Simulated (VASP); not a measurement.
# NaH (Fm-3m) in VASP: further runs

Runs on NaH. Level: r2SCAN. Tasks: single point, relaxation of cell and atoms.

Everything below comes from runs of VASP 6.6.1. Logs are shortened: lines on timing, memory, paths and dates and some standing lists are left out, and cuts for length are marked.

### Step 1. The crystal as given

The structure is cubic, space group Fm-3m (No. 225). Conventional cell: a = 4.794 Å, b = 4.794 Å, c = 4.794 Å, α = 90.00°, β = 90.00°, γ = 90.00°. Na (site symmetry m-3m) is surrounded by 6 H at 2.40 Å. H (site symmetry m-3m) has 6 Na at 2.40 Å as nearest neighbours.

### Step 2. Single point, r2SCAN

POSCAR reads:

```
NaH
1.0
    0.0000000000      2.3972135880      2.3972135880
    2.3972135880      0.0000000000      2.3972135880
    2.3972135880      2.3972135880      0.0000000000
Na H
1 1
Direct
    0.0000000000      0.0000000000      0.0000000000
    0.5000000000      0.5000000000      0.5000000000
```

INCAR.step1 reads:

```
PREC = Accurate
ENCUT = 520
ISMEAR = 0
SIGMA = 0.02
LREAL = F
LASPH = T
NELM = 60
NBANDS = 11
GGA = PE
ALGO = Normal
EDIFF = 1E-4
LWAVE = T
LCHARG = F
```

INCAR.step2 reads:

```
PREC = Accurate
ENCUT = 520
EDIFF = 1E-7
ISMEAR = 0
SIGMA = 0.02
LREAL = F
LASPH = T
NELM = 60
ALGO = Normal
ISIF = 2
LWAVE = F
LCHARG = F
METAGGA = R2SCAN
LMIXTAU = T
NBANDS = 11
ISTART = 1
```

KPOINTS reads:

```
Automatic mesh
0
Gamma
  8 8 8
```

Potentials or basis: VASP PAW PBE potentials, release 64 (Na_pv, H).

The run is started by

```console
$ cat potpaw_PBE.64/Na_pv/POTCAR potpaw_PBE.64/H/POTCAR > POTCAR
$ cp INCAR.step1 INCAR
$ mpirun -np 1 vasp_std > vasp.out
$ cp INCAR.step2 INCAR
$ mpirun -np 1 vasp_std > vasp.out
```

OUTCAR:

```text
PREC = Accurate
   ENCUT = 520
   EDIFF = 1E-7
   ISMEAR = 0
   LREAL = F
   LASPH = T
   NELM = 60
   ISIF = 2
   METAGGA = R2SCAN
   ISTART = 1

 ion  position               nearest neighbor table
   1  0.000  0.000  0.000-
   2  0.500  0.500  0.500-

  LATTYP: Found a face centered cubic cell.
 ALAT       =     4.7944271760

  Lattice vectors:

 A1 = (   0.0000000000,   2.3972135880,   2.3972135880)
 A2 = (   2.3972135880,   0.0000000000,   2.3972135880)
 A3 = (   2.3972135880,   2.3972135880,   0.0000000000)

Analysis of symmetry for initial positions (statically):
=====================================================================
 Subroutine PRICEL returns:
 Original cell was already a primitive cell.

 Routine SETGRP: Setting up the symmetry group for a
 face centered cubic supercell.

 Subroutine GETGRP returns: Found 48 space group operations
 (whereof 48 operations were pure point group operations)
 out of a pool of 48 trial point group operations.

The static configuration has the point symmetry O_h .

Analysis of symmetry for dynamics (positions and initial velocities):
=====================================================================
 Subroutine PRICEL returns:
 Original cell was already a primitive cell.

 Routine SETGRP: Setting up the symmetry group for a
 face centered cubic supercell.

 Subroutine GETGRP returns: Found 48 space group operations
 (whereof 48 operations were pure point group operations)
 out of a pool of 48 trial point group operations.

The dynamic configuration has the point symmetry O_h .

 Subroutine INISYM returns: Found 48 space group operations
 (whereof 48 operations are pure point group operations),
 and found     1 'primitive' translations

----------------------------------------------------------------------------------------

                                     Primitive cell

  volume of cell :      27.5518

  direct lattice vectors                    reciprocal lattice vectors
     0.000000000  2.397213588  2.397213588    -0.208575491  0.208575491  0.208575491
     2.397213588  0.000000000  2.397213588     0.208575491 -0.208575491  0.208575491
     2.397213588  2.397213588  0.000000000     0.208575491  0.208575491 -0.208575491

  length of vectors
     3.390171968  3.390171968  3.390171968     0.361263347  0.361263347  0.361263347

  position of ions in fractional coordinates (direct lattice)
     0.000000000  0.000000000  0.000000000
[... 81 lines left out ...]
   NSW    =      0    number of steps for IOM
   IBRION =     -1    ionic relax: 0-MD 1-quasi-New 2-CG
   NFREE  =      0    steps in history (QN), initial steepest desc. (CG)
   ISIF   =      2    stress and relaxation
   ISYM   =      2    0-nonsym 1-usesym 2-fastsym
   POTIM  = 0.5000    time-step for ionic-motion
   TEBEG  =    0.0;   TEEND  =   0.0 temperature during run
   PSTRESS=    0.0 pullay stress
   NELECT =       8.0000    total number of electrons
   NUPDOWN=      -1.0000    fix difference up-down
   EMIN   =  10.00;   EMAX   =-10.00  energy-range for DOS
   EFERMI =   0.00;   METHOD = LEGACY
   ISMEAR =     0;   SIGMA  =   0.02  broadening in eV -4-tet -1-fermi 0-gaus
   EFERMI_NEDOS =   21; number of points for ismear=-14 and -15
   IALGO  =     38    algorithm
   IMIX   =      4    mixing-type and parameters
     AMIX     =   0.40;   BMIX     =  1.00
     AMIX_MAG =   1.60;   BMIX_MAG =  1.00
  volume/ion in A,a.u.               =      13.78        92.96
  Fermi-wavevector in a.u.,A,eV,Ry     =   1.084064  2.048583 15.989484  1.175194
  Thomas-Fermi vector in A             =   2.220145
   LORBIT       =      0    0 simple, 1 ext, 2 COOP (PROOUT), +10 PAW based schemes
   METAGGA = R2SCAN    functional components
   LHFCALC =     F    Hartree Fock is set to
   AEXX    =    0.0000 exact exchange contribution
   IVDW    =     0    specifies the selected vdW correction
   LEPSILON=     F    determine dielectric tensor
   LRPA    =     F    only Hartree local field effects (RPA)
 non-spin polarized calculation
 Gauss-broadening in eV      SIGMA  =   0.02
  energy-cutoff  :      520.00
  volume of cell :       27.55
 maximum number of plane-waves:       754
 NGX is ok and might be reduce to    28
   NGX = 13   NGY = 13   NGZ = 13

 number of electron       7.9999992 magnetization

 Free energy of the ion-electron system (eV)
  ---------------------------------------------------
  ext. energy  EPLUGINS =         0.00000000
  ---------------------------------------------------
  free energy    TOTEN  =        -7.60247243 eV

  energy without entropy =       -7.60247243  energy(sigma->0) =       -7.60247243

 E-fermi :  -1.1876     XC(G=0):  -8.2256

 val. band max:       -1.3807941994   @ k =  -0.2500   0.5000   0.2500
 cond. band min:       3.0309997120   @ k =   0.5000   0.0000   0.0000
 fundamental gap:      4.4117939114
 Fermi energy:        -1.1875890217

 k-point     1 :       0.0000    0.0000    0.0000
  band No.  band energies     occupation
      1     -24.2371      2.00000
      2     -24.2368      2.00000
      3     -24.2368      2.00000
      4      -4.9972      2.00000
      5      10.2791      0.00000
      6      15.1510      0.00000
      7      15.1510      0.00000
      8      15.1510      0.00000
      9      16.1351      0.00000
     10      16.1351      0.00000
     11      16.1351      0.00000
[... 309 lines left out ...]
 k-point    24 :      -0.3750    0.2500    0.1250
  band No.  band energies     occupation
      1     -24.3180      2.00000
      2     -24.2718      2.00000
      3     -24.2557      2.00000
      4      -1.8529      2.00000
      5       3.8344      0.00000
      6       7.1657      0.00000
      7      10.5751      0.00000
      8      14.8188      0.00000
      9      15.9006      0.00000
     10      19.2971      0.00000
     11      21.5012      0.00000

 [... further k-points ...]
[... 5 lines left out ...]
  --------------------------------------------------------------------------------------
  -------------------------------------------------------------------------------------
  Total       -0.0510346     -0.0510346     -0.0510346      0.0000000      0.0000000     -0.0000000
  in kB       -2.9677348     -2.9677348     -2.9677348      0.0000000      0.0000000     -0.0000000
  external PRESSURE =      -2.9677348 kB  Pullay stress =       0.0000000 kB

 VOLUME and BASIS-vectors are now :
 -----------------------------------------------------------------------------
  energy-cutoff  :      520.00
  volume of cell :       27.55
      direct lattice vectors                 reciprocal lattice vectors
     0.000000000  2.397213588  2.397213588    -0.208575491  0.208575491  0.208575491
     2.397213588  0.000000000  2.397213588     0.208575491 -0.208575491  0.208575491
     2.397213588  2.397213588  0.000000000     0.208575491  0.208575491 -0.208575491

 POSITION                                       TOTAL-FORCE (eV/Angst)
 -----------------------------------------------------------------------------------
      0.00000      0.00000      0.00000         0.000000      0.000000      0.000000
      2.39721      2.39721      2.39721         0.000000     -0.000000      0.000000
 -----------------------------------------------------------------------------------
    total drift:                               -0.000000      0.000000      0.000000

  FREE ENERGIE OF THE ION-ELECTRON SYSTEM (eV)
  ---------------------------------------------------
  free  energy   TOTEN  =        -7.6024724340 eV

  energy  without entropy=       -7.6024724340  energy(sigma->0) =       -7.60247243
```

OUTCAR.step1:

```text
PREC = Accurate
   ENCUT = 520
   ISMEAR = 0
   LREAL = F
   LASPH = T
[... 558 lines left out ...]
 -----------------------------------------------------------------------------------
      0.00000      0.00000      0.00000        -0.000000      0.000000      0.000000
      2.39721      2.39721      2.39721         0.000000     -0.000000     -0.000000
 -----------------------------------------------------------------------------------
    total drift:                               -0.000000      0.000000      0.000000

  FREE ENERGIE OF THE ION-ELECTRON SYSTEM (eV)
  ---------------------------------------------------
  free  energy   TOTEN  =        -5.0863203961 eV

  energy  without entropy=       -5.0863203961  energy(sigma->0) =       -5.08632040
```

It took 1.9 min on 1 thread of AMD EPYC, shared host; peak memory 0.12 GiB.

Results:

* Free energy: -7.6025 eV
* Pressure: -0.3 GPa
* Band gap on the k mesh: 4.41 eV, indirect (least direct gap 5.26 eV)

Caveat: the PAW data sets were made with another functional, which shifts forces and pressure a little.

(Part 1 of 2 ends here.)
